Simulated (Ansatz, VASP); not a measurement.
## Au: VASP beside Ansatz

```
Au
1.0
     3.43336    0.00000    0.00000
     0.00000    3.23920    0.00000
     0.00000    0.00000    3.23920
Au
2
Direct
  0.00000 0.00000 0.00000
  0.50000 0.50000 0.50000
```

Change from the starting cell: uniaxial strain along a, b, c and atoms relaxed: +4.0 %.

Alike in both runs: functional PBE; k mesh 16 × 16 × 16; occupations gaussian, width 0.1 eV; no spin polarisation.

Ansatz relaxed the structure, and its values are those at the end. VASP's run is a single point on that final structure, the one shown.

|  | VASP | Ansatz |
| --- | --- | --- |
| version | VASP 6.6.1 | Ansatz 0.2.0 |
| potentials or method | VASP PAW PBE potentials, release 64 (Au) | scalar-relativistic, plane waves, PAW |
| plane-wave cutoff (eV) | 520 | 420 |
| valence electrons in the cell | 22 | 38 |

Ansatz gave:

* gap on the k mesh at the Fermi level (eV): none
* pressure (GPa): 0.1

Q: Which values does VASP return?

A: gap on the k mesh at the Fermi level (eV): none; pressure (GPa): 0.0.

A gap of «none» marks a metal or a gap that the smearing closes. The functional is the same, so the differences come from potentials, cutoffs and numerics. The two sets of potentials don't hold the same shells in valence.

The runs have no spin-orbit coupling, so splittings on Au are missing.
